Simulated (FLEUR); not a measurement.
The system is Ti.

```
CELL_PARAMETERS angstrom
-1.64100 1.64100 1.64100
1.64100 -1.64100 1.64100
1.64100 1.64100 -1.64100
ATOMIC_POSITIONS crystal
Ti 0.00000 0.00000 0.00000
```

This isn't the form of Ti at room conditions, which is hcp.

```yaml
Program: FLEUR MaX-R8.1 (later development tree)
Task: single point
Functional: PBEsol
Potentials_or_basis: all-electron
Basis: FLAPW
Kmax: 4.1 1/bohr
k_mesh: 11 × 11 × 11
Occupations: fermi-dirac, width 0.05 eV
Spin: no spin polarisation
Gmax: 12.7 1/bohr
Muffin-tin_radii: Ti 2.44 bohr
lmax: Ti 10
lnonsphr: Ti 10
Local_orbitals_a_species: Ti 5
Max_iterations: 60
Mixing_factor: 0.05
Mixer: Anderson
Mixer_history: 15
```

On this cell: band gap on the k mesh none (metal or under the smearing width).

The same run follows on a disturbed copy (cell strained at random at fixed volume):

```
Ti
1.0
    -1.66514    1.66141    1.59911
     1.68039   -1.70507    1.65802
     1.60454    1.64447   -1.64278
Ti
1
Direct
  0.99280 0.00712 0.00682
```

Q: What does the disturbed cell give?

A: The energy (extrapolated to zero smearing) moves by +2.4 meV/atom; band gap on the k mesh none (metal or under the smearing width).
